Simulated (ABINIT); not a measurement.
Here is an ABINIT 10.8.3 (patched build) calculation.

Contents of run.abi:

```
ndtset 7
getwfk -1
scalecart1 3*0.9795861087
scalecart2 3*0.9864848297
scalecart3 3*0.9932883884
scalecart4 3*1.0000000000
scalecart5 3*1.0066227096
scalecart6 3*1.0131594038
scalecart7 3*1.0196128224

pp_dirpath "./"
pseudos "Al.upf"

acell 3*1.0 Angstrom
rprim
     0.0000000000     2.0248050000     2.0248050000
     2.0248050000     0.0000000000     2.0248050000
     2.0248050000     2.0248050000     0.0000000000
ntypat 1
znucl 13
natom 1
typat 1
xred
     0.0000000000     0.0000000000     0.0000000000

ecut 20.0

kptopt 1
ngkpt 11 11 11
nshiftk 1
shiftk 0.0 0.0 0.0

ixc -109134

nband 6
occopt 3
tsmear 0.00183747

nstep 100
tolvrs 1.0e-10

iomode 3
prtwf 1
prtden 0
prteig 0
prtebands 0
enunit 1
```

Potentials or basis: PseudoDojo NC SR PBE v0.4.1 standard.

Command:

```sh
$ abinit run.abi > log 2>&1
```

(1) Estimate the pressure derivative of the bulk modulus.

(2) What does it give for the bulk modulus?

(3) Predict the equilibrium volume.

## Answers

(1) 4.5.

(2) 76 GPa.

(3) 16.64 Å³/atom.

Caveat: pressures at fixed basis lie under the slope of the energies; the potentials were made for another functional, which shifts forces and pressure.

**The experiment to reproduce.**

From “The interpretation of polycrystalline coherent inelastic neutron scattering from aluminium”, 2013, pmc:3831299, for a bulk crystal of Al: bulk modulus 76.9 GPa.

A measured bulk modulus of Al is 76.9 GPa (quoted in “The interpretation of polycrystalline coherent inelastic neutron scattering from aluminium”, 2013, pmc:3831299); the calculated 76 GPa misses it by -0.8 %. The fit is for a static lattice scaled at fixed shape and fixed fractional positions.
